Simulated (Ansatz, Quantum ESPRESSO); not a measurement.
## Hf: 3 runs at one level of theory

```
CELL_PARAMETERS angstrom
4.96233 0.00000 0.00000
-2.48116 4.29750 0.00000
0.00000 0.00000 3.08623
ATOMIC_POSITIONS crystal
Hf 0.00000 0.00000 0.00000
Hf 0.33333 0.66667 0.50000
Hf 0.66667 0.33333 0.50000
```

This isn't the form of Hf at room conditions, which is hcp.

Alike in all runs: task band structure; functional PBEsol; k mesh 6 × 6 × 9; occupations fermi-dirac, width 0.05 eV; no spin polarisation; no spin-orbit coupling. Pressure is positive in compression and, in plane waves, holds the error of the finite cutoff, which Ansatz's Pulay term estimates and takes out.

| program and potentials | plane-wave cutoff (eV) | notes | pressure (GPa) |
| --- | --- | --- | --- |
| Ansatz, PAW datasets made for the crystal | 400 | 26 valence electrons an atom on average | ? |
| Ansatz, all-electron LAPW, scalar-relativistic | - | - | -2.65 |
| Quantum ESPRESSO, GBRV 1.5 PBEsol | 612 | 12 valence electrons an atom on average | -2.61 |

Task: Estimate from the other rows what the run with Ansatz, PAW datasets made for the crystal gave.

Result: Pressure -2.66 GPa. The other rows, which needn't bracket it: pressure -2.65 to -2.61.
